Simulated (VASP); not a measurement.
# SiC (P6_3mc) in VASP: notebook

Runs on SiC. Level: PBE. Tasks: relaxation of cell and atoms.

Everything below comes from runs of VASP 6.6.1. Logs are shortened: lines on timing, memory, paths and dates and some standing lists are left out, and cuts for length are marked.

### Step 1. The structure

It takes space group P6_3mc (No. 186, hexagonal). The conventional cell has a = 3.076 Å, b = 3.076 Å, c = 5.048 Å, α = 90.00°, β = 90.00°, γ = 120.00°. Si (site symmetry 3m) has 4 C at 1.87 to 1.94 Å as nearest neighbours. Around C (site symmetry 3m) lie 4 Si at 1.87 to 1.94 Å.

### Step 2. Relaxation of cell and atoms, PBE

File INCAR:

```
SYSTEM = SiC
  ALGO = Normal
  EDIFF = 1E-7
  EDIFFG = -0.002
  ENCUT = 520
  GGA = PE
  IBRION = 2
  ISIF = 3
  ISMEAR = 0
  LASPH = .TRUE.
  LCHARG = .FALSE.
  LREAL = .FALSE.
  LWAVE = .FALSE.
  NELM = 60
  NSW = 80
  PREC = Accurate
  SIGMA = 0.02
```

File KPOINTS:

```
k-points
0
G
  12 12 6
  0 0 0
```

File POSCAR:

```
SiC
1.0
    3.0760000000      0.0000000000      0.0000000000
   -1.5380000000      2.6638941400      0.0000000000
    0.0000000000      0.0000000000      5.0480000000
Si C
2 2
Direct
    0.3333333300      0.6666666700      0.0000000000
    0.6666666700      0.3333333300      0.5000000000
    0.3333333300      0.6666666700      0.3850000000
    0.6666666700      0.3333333300      0.8850000000
```

Potentials or basis: VASP PAW PBE potentials, release 64 (Si, C).

The run is started by

```bash
$ cat potpaw_PBE.64/Si/POTCAR potpaw_PBE.64/C/POTCAR > POTCAR
$ mpirun -np 1 vasp_std > vasp.out
```

OUTCAR:

```text
SYSTEM = SiC
   EDIFF = 1E-7
   EDIFFG = -0.002
   ENCUT = 520
   GGA = PE
   IBRION = 2
   ISIF = 3
   ISMEAR = 0
   LASPH = .TRUE.
   LREAL = .FALSE.
   NELM = 60
   NSW = 80
   PREC = Accurate

 ion  position               nearest neighbor table
   1  0.333  0.667  0.000-   4 1.87   4 1.87   4 1.87   3 1.94   2 3.09   2 3.09   2 3.09   2 3.09
                             2 3.09   2 3.09
   2  0.667  0.333  0.500-   3 1.87   3 1.87   3 1.87   4 1.94   1 3.09   1 3.09   1 3.09   1 3.09
                             1 3.09   1 3.09
   3  0.333  0.667  0.385-   2 1.87   2 1.87   2 1.87   1 1.94
   4  0.667  0.333  0.885-   1 1.87   1 1.87   1 1.87   2 1.94

  LATTYP: Found a hexagonal cell.
 ALAT       =     3.0760000000
 C/A-ratio  =     1.6410923277

  Lattice vectors:

 A1 = (   3.0760000000,   0.0000000000,   0.0000000000)
 A2 = (  -1.5380000000,   2.6638941400,   0.0000000000)
 A3 = (   0.0000000000,   0.0000000000,   5.0480000000)

Analysis of symmetry for initial positions (statically):
=====================================================================
 Subroutine PRICEL returns:
 Original cell was already a primitive cell.

 Routine SETGRP: Setting up the symmetry group for a
 hexagonal supercell.

 Subroutine GETGRP returns: Found 12 space group operations
 (whereof  6 operations were pure point group operations)
 out of a pool of 24 trial point group operations.

The static configuration has the point symmetry C_3v.
 The point group associated with its full space group is C_6v.

Analysis of symmetry for dynamics (positions and initial velocities):
=====================================================================
 Subroutine PRICEL returns:
 Original cell was already a primitive cell.

 Routine SETGRP: Setting up the symmetry group for a
 hexagonal supercell.

 Subroutine GETGRP returns: Found 12 space group operations
 (whereof  6 operations were pure point group operations)
 out of a pool of 24 trial point group operations.

The dynamic configuration has the point symmetry C_3v.
 The point group associated with its full space group is C_6v.

 Subroutine INISYM returns: Found 12 space group operations
 (whereof  6 operations are pure point group operations),
 and found     1 'primitive' translations

----------------------------------------------------------------------------------------

                                     Primitive cell

  volume of cell :      41.3640

  direct lattice vectors                    reciprocal lattice vectors
     3.076000000  0.000000000  0.000000000     0.325097529  0.187695146  0.000000000
    -1.538000000  2.663894140  0.000000000     0.000000000  0.375390292  0.000000000
     0.000000000  0.000000000  5.048000000     0.000000000  0.000000000  0.198098257

  length of vectors
     3.076000000  3.075999998  5.048000000     0.375390292  0.375390292  0.198098257

  position of ions in fractional coordinates (direct lattice)
     0.333333330  0.666666670  0.000000000
     0.666666670  0.333333330  0.500000000
     0.333333330  0.666666670  0.385000000
     0.666666670  0.333333330  0.885000000

  ion indices of the primitive-cell ions
   primitive index   ion index
                 1           1
                 2           2
                 3           3
                 4           4

----------------------------------------------------------------------------------------

 KPOINTS: k-points

Automatic generation of k-mesh.
 Grid dimensions read from file:
 generate k-points for:   12   12    6

 Generating k-lattice:

  Cartesian coordinates                     Fractional coordinates (reciprocal lattice)
     0.027091461  0.015641262  0.000000000     0.083333333  0.000000000  0.000000000
     0.000000000  0.031282524  0.000000000     0.000000000  0.083333333  0.000000000
     0.000000000  0.000000000  0.033016376     0.000000000  0.000000000  0.166666667

  Length of vectors
     0.031282524  0.031282524  0.033016376

  Shift w.r.t. Gamma in fractional coordinates (k-lattice)
     0.000000000  0.000000000  0.000000000

 Subroutine IBZKPT returns following result:
 ===========================================

 Found     76 irreducible k-points:

 Following reciprocal coordinates:
            Coordinates               Weight
  0.000000  0.000000  0.000000      1.000000
  0.083333 -0.000000  0.000000      6.000000
  0.166667 -0.000000  0.000000      6.000000
  0.250000  0.000000  0.000000      6.000000
  0.333333  0.000000  0.000000      6.000000
  0.416667 -0.000000  0.000000      6.000000
[... 16 lines left out ...]
  0.250000  0.000000  0.166667     12.000000
  0.333333  0.000000  0.166667     12.000000
 [... further k-points ...]
   k-points           NKPTS =     76   k-points in BZ     NKDIM =     76   number of bands    NBANDS=     12
   number of dos      NEDOS =    301   number of ions     NIONS =      4
   total plane-waves  NPLWV =  23040
   dimension x,y,z NGX =    24 NGY =   24 NGZ =   40
   dimension x,y,z NGXF=    48 NGYF=   48 NGZF=   80
   ions per type =               2   2
   NGX,Y,Z   is equivalent  to a cutoff of  12.97, 12.97, 13.17 a.u.
   NGXF,Y,Z  is equivalent  to a cutoff of  25.94, 25.94, 26.35 a.u.
 SYSTEM =  SiC
   PREC   = accura    normal or accurate (medium, high low for compatibility)
   ISTART =      0    job   : 0-new  1-cont  2-samecut
   ICHARG =      2    charge: 1-file 2-atom 10-const
   ISPIN  =      1    spin polarized calculation?
   LNONCOLLINEAR =      F non collinear calculations
   LSORBIT =      F    spin-orbit coupling
   LASPH  =      T    aspherical Exc in radial PAW
   ENCUT  =  520.0 eV  38.22 Ry    6.18 a.u.   5.72  5.72  9.39*2*pi/ulx,y,z
   NELM   =     60;   NELMIN=  2; NELMDL= -5     # of ELM steps
   EDIFF  = 0.1E-06   stopping-criterion for ELM
   LREAL  =      F    real-space projection
   EDIFFG = -.2E-02   stopping-criterion for IOM
   NSW    =     80    number of steps for IOM
   IBRION =      2    ionic relax: 0-MD 1-quasi-New 2-CG
   NFREE  =      1    steps in history (QN), initial steepest desc. (CG)
   ISIF   =      3    stress and relaxation
   ISYM   =      2    0-nonsym 1-usesym 2-fastsym
   POTIM  = 0.5000    time-step for ionic-motion
   TEBEG  =    0.0;   TEEND  =   0.0 temperature during run
   PSTRESS=    0.0 pullay stress
   NELECT =      16.0000    total number of electrons
   NUPDOWN=      -1.0000    fix difference up-down
   EMIN   =  10.00;   EMAX   =-10.00  energy-range for DOS
   EFERMI =   0.00;   METHOD = LEGACY
   ISMEAR =     0;   SIGMA  =   0.02  broadening in eV -4-tet -1-fermi 0-gaus
   EFERMI_NEDOS =   21; number of points for ismear=-14 and -15
   IALGO  =     38    algorithm
   IMIX   =      4    mixing-type and parameters
     AMIX     =   0.40;   BMIX     =  1.00
     AMIX_MAG =   1.60;   BMIX_MAG =  1.00
  volume/ion in A,a.u.               =      10.34        69.78
  Fermi-wavevector in a.u.,A,eV,Ry     =   1.192817  2.254098 19.358549  1.422813
  Thomas-Fermi vector in A             =   2.328847
   LORBIT       =      0    0 simple, 1 ext, 2 COOP (PROOUT), +10 PAW based schemes
   GGA     = PE    functional components
   LHFCALC =     F    Hartree Fock is set to
   AEXX    =    0.0000 exact exchange contribution
   IVDW    =     0    specifies the selected vdW correction
   LEPSILON=     F    determine dielectric tensor
   LRPA    =     F    only Hartree local field effects (RPA)
 conjugate gradient relaxation of ions
 non-spin polarized calculation
 Gauss-broadening in eV      SIGMA  =   0.02
  energy-cutoff  :      520.00
  volume of cell :       41.36
 maximum number of plane-waves:      1132
 NGX is ok and might be reduce to    24
   NGX = 11   NGY = 11   NGZ = 19

--------------------------------------- Ionic step        1  -------------------------------------------

 number of electron      16.0000000 magnetization

 Free energy of the ion-electron system (eV)
  ---------------------------------------------------
  ext. energy  EPLUGINS =         0.00000000
  ---------------------------------------------------
  free energy    TOTEN  =       -30.06728671 eV

  energy without entropy =      -30.06728671  energy(sigma->0) =      -30.06728671

------------------------ aborting loop because EDIFF is reached ----------------------------------------

  FORCE on cell =-STRESS in cart. coord.  units (eV):
  Direction    XX          YY          ZZ          XY          YZ          ZX
  --------------------------------------------------------------------------------------
  -------------------------------------------------------------------------------------
  Total        1.3560476      1.3560476      0.1065831      0.0000000      0.0000000      0.0000000
  in kB       52.5246166     52.5246165      4.1283485      0.0000000      0.0000000      0.0000000
  external PRESSURE =      36.3925272 kB  Pullay stress =       0.0000000 kB
[... 213 lines left out ...]
  energy  without entropy=      -30.1100541320  energy(sigma->0) =      -30.11005413

--------------------------------------- Ionic step        7  -------------------------------------------

 number of electron      16.0000000 magnetization

 Free energy of the ion-electron system (eV)
  ---------------------------------------------------
  ext. energy  EPLUGINS =         0.00000000
  ---------------------------------------------------
  free energy    TOTEN  =       -30.11006307 eV

  energy without entropy =      -30.11006307  energy(sigma->0) =      -30.11006307

 E-fermi :   8.2123     XC(G=0): -11.2835

 val. band max:        8.0862752229   @ k =   0.0000   0.0000   0.0000
 cond. band min:      10.3889216921   @ k =   0.3333   0.3333   0.0000
 fundamental gap:      2.3026464692
 Fermi energy:         8.2122527477

 k-point     1 :       0.0000    0.0000    0.0000
  band No.  band energies     occupation
      1      -7.3607      2.00000
      2      -3.8512      2.00000
      3      -0.5235      2.00000
      4       6.7770      2.00000
      5       6.7770      2.00000
      6       7.9758      2.00000
      7       8.0863      2.00000
      8       8.0863      2.00000
      9      12.7622      0.00000
     10      14.1323      0.00000
     11      14.6619      0.00000
     12      14.6619      0.00000
[... 331 lines left out ...]
 k-point    24 :       0.3333    0.0000    0.1667
  band No.  band energies     occupation
      1      -5.4102      2.00000
      2      -2.8940      2.00000
      3       0.8028      2.00000
      4       2.5096      2.00000
      5       3.3315      2.00000
      6       5.2644      2.00000
      7       6.4964      2.00000
      8       6.9882      2.00000
      9      11.4366      0.00000
     10      12.5436      0.00000
     11      14.8155      0.00000
     12      15.8462      0.00000

 [... further k-points ...]
[... 5 lines left out ...]
  --------------------------------------------------------------------------------------
  -------------------------------------------------------------------------------------
  Total       -0.0000778     -0.0000778     -0.0007101      0.0000000      0.0000000      0.0000000
  in kB       -0.0029679     -0.0029679     -0.0270863      0.0000000      0.0000000      0.0000000
  external PRESSURE =      -0.0110074 kB  Pullay stress =       0.0000000 kB
[... 19 lines left out ...]
  FREE ENERGIE OF THE ION-ELECTRON SYSTEM (eV)
  ---------------------------------------------------
  free  energy   TOTEN  =       -30.1100630657 eV

  energy  without entropy=      -30.1100630657  energy(sigma->0) =      -30.11006307

 reached required accuracy - stopping structural energy minimisation
```

It took 90 s on 1 thread of Intel Xeon Platinum 8259CL at 2.50GHz (Skylake/Cascade Lake), shared host; peak memory 0.17 GiB.

What came out:

```yaml
Free_energy: -30.1101 eV
Relaxed_volume: 10.50 Å³/atom
Relaxed_cell: a = 3.092 Å, b = 3.092 Å, c = 5.074 Å, α = 90.00°, β = 90.00°, γ = 120.00°
Space_group_after_relaxing_to_0.05_Å: P6_3mc (No. 186)
Energy_gained_by_relaxing: 10.7 meV/atom
Ionic_steps: 7
Pressure_after_relaxing: 0.0 GPa
Band_gap_on_the_k_mesh: 2.30 eV, indirect (least direct gap 3.94 eV)
```

The path:
```csv
step,energy change (eV),largest force (eV/Å),pressure (GPa),volume (Å³)
1,0.0000,0.7527,3.64,41.36
2,-0.0031,0.6250,-3.56,42.78
3,-0.0397,0.0845,-0.45,42.09
4,-0.0427,0.0254,0.05,41.99
5,-0.0428,0.0123,-0.01,42.00
6,-0.0428,0.0113,0.01,42.00
7,-0.0428,0.0003,0.00,42.00
```

Final structure:
```
Si C
1.0
     3.09170    0.00000    0.00000
    -1.54585    2.67749    0.00000
     0.00000    0.00000    5.07410
Si C
2 2
Direct
  0.33333 0.66667 0.00458
  0.66667 0.33333 0.50458
  0.33333 0.66667 0.38042
  0.66667 0.33333 0.88042
```

A k mesh can miss the band edges. A hybrid or GW would open this gap; PBE tends to underestimate it.

### Step 3. Relaxation of cell and atoms, PBE

This run uses another cell than the first one, of 10.50 Å³/atom, 1.015 times its volume.

INCAR is that of step 2.

KPOINTS is that of step 2.

File POSCAR:

```
SiC                                     
1.0
    3.0917004510      0.0000000000      0.0000000000
   -1.5458502255      2.6774911294      0.0000000000
   -0.0000000000      0.0000000000      5.0740955537
  Si              C             
     2     2
Direct
     0.3333333300000021    0.6666666699999979    0.0045845818244842
     0.6666666699999979    0.3333333300000021    0.5045845818244843
     0.3333333300000021    0.6666666699999979    0.3804154181755138
     0.6666666699999979    0.3333333300000021    0.8804154181755137
```

Potentials or basis: VASP PAW PBE potentials, release 64 (Si, C).

The run is started by

```bash
$ cat potpaw_PBE.64/Si/POTCAR potpaw_PBE.64/C/POTCAR > POTCAR
$ mpirun -np 1 vasp_std > vasp.out
```

Wall time 23 s (1 thread of Intel Xeon Platinum 8259CL at 2.50GHz (Skylake/Cascade Lake), shared host); peak memory 0.17 GiB.

The run converged. Its results:

| Property | Result |
| --- | --- |
| Free energy | -30.1103 eV |
| Pressure after relaxing | 0.0 GPa |
| Band gap on the k mesh | 2.30 eV, indirect (least direct gap 3.94 eV) |

Final structure:
```yaml
crystal:
  lattice:
    - [3.09170, 0.00000, 0.00000]
    - [-1.54585, 2.67749, 0.00000]
    - [0.00000, 0.00000, 5.07410]
  atoms:
    - { symbol: Si, position: [0.33333, 0.66667, 0.00458] }
    - { symbol: Si, position: [0.66667, 0.33333, 0.50458] }
    - { symbol: C, position: [0.33333, 0.66667, 0.38042] }
    - { symbol: C, position: [0.66667, 0.33333, 0.88042] }
```

Levels at points of the mesh, in eV from the valence-band top:
| k point | band 4 | band 5 | band 6 | band 7 | band 8 | band 9 | band 10 | band 11 | band 12 |
| --- | --- | --- | --- | --- | --- | --- | --- | --- | --- |
| (0.00, 0.00, 0.00) | -1.31 | -1.31 | -0.11 | 0.00 | 0.00 | 4.68 | 6.05 | 6.58 | 6.58 |
| (0.50, 0.00, 0.00) | -6.25 | -5.38 | -3.29 | -3.24 | -1.19 | 2.75 | 4.21 | 6.76 | 7.07 |
| (0.00, 0.00, 0.50) | -4.41 | -0.71 | -0.71 | -0.71 | -0.71 | 5.76 | 5.76 | 7.27 | 7.27 |
| (0.50, 0.00, 0.50) | -8.19 | -2.42 | -2.42 | -2.31 | -2.31 | 3.25 | 3.25 | 5.19 | 5.19 |

Caveat: the relaxation stopped at its first step, so nothing moved.
